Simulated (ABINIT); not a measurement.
The system is Ge.

```
Ge
1.0
     1.39715   -2.60052    0.00000
     1.39715    2.60052    0.00000
     0.00000    0.00000    2.69823
Ge
1
Direct
  0.50000 0.50000 0.00000
```

This isn't the form of Ge at room conditions, which is diamond.

* Program: ABINIT 10.8.3 (patched build)
* Task: single point
* Functional: PBEsol
* Potentials or basis: PseudoDojo NC SR PBEsol v0.4.1 standard
* Cutoff: 1061 eV
* k mesh: 11 × 11 × 10
* Occupations: fermi-dirac, width 0.05 eV
* Spin: no spin polarisation

On this cell: pressure -4.0 GPa; band gap on the k mesh none (metal or under the smearing width).

The same run follows on a disturbed copy (cell strained at random at fixed volume):

```xyz
1
Lattice="1.3670 -2.6325 0.0133 1.3601 2.6288 0.0078 0.0204 -0.0029 2.7332" Properties=species:S:1:pos:R:3 pbc="T T T"
Ge    1.4077   -0.0092   -0.0083
```

Q: What changes?

A: The energy (extrapolated to zero smearing) moves by +12.7 meV/atom; pressure -3.6 GPa; band gap on the k mesh none (metal or under the smearing width).

Stress tensor (GPa, compression positive):
```
 0.33 -0.09 -0.31
-0.09 -4.81  0.07
-0.31  0.07 -6.41
```
